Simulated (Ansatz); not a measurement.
(001) slab cut from the bulk of Ge, P6_3/mmc (No. 194); the slab's formula is Ge:

```
CELL_PARAMETERS angstrom
4.05816 0.00000 0.00000
-2.02908 3.51447 0.00000
0.00000 0.00000 22.53299
ATOMIC_POSITIONS crystal
Ge 0.33333 0.66667 0.33285
Ge 0.66667 0.33333 0.37014
Ge 0.66667 0.33333 0.48135
Ge 0.33333 0.66667 0.51865
Ge 0.33333 0.66667 0.62986
Ge 0.66667 0.33333 0.66715
```

All numbers below come from DFT PBE, scalar-relativistic, plane waves, PAW (Ansatz 0.2.0). Settings: cutoff 420 eV, Γ-centred mesh 9×9×1 on the computed 6-atom cell, Gaussian smearing of 0.10 eV; no spin polarisation. A dipole correction removes the field between periodic images along c.

Q: What forces act on the atoms?

A:
```tsv
atom	Fx (eV/Å)	Fy (eV/Å)	Fz (eV/Å)
Ge1	0.000	0.000	0.134
Ge2	0.000	0.000	-0.308
Ge3	0.000	0.000	0.160
Ge4	0.000	0.000	-0.160
Ge5	0.000	0.000	0.308
Ge6	0.000	0.000	-0.134
```

The reference crystal is a form of Ge, which isn't its usual structure.

Cost: 1 run of about 0.47 core-minutes, on Intel Xeon Processor @ 2.50GHz (Skylake/Cascade Lake) (shared hosts).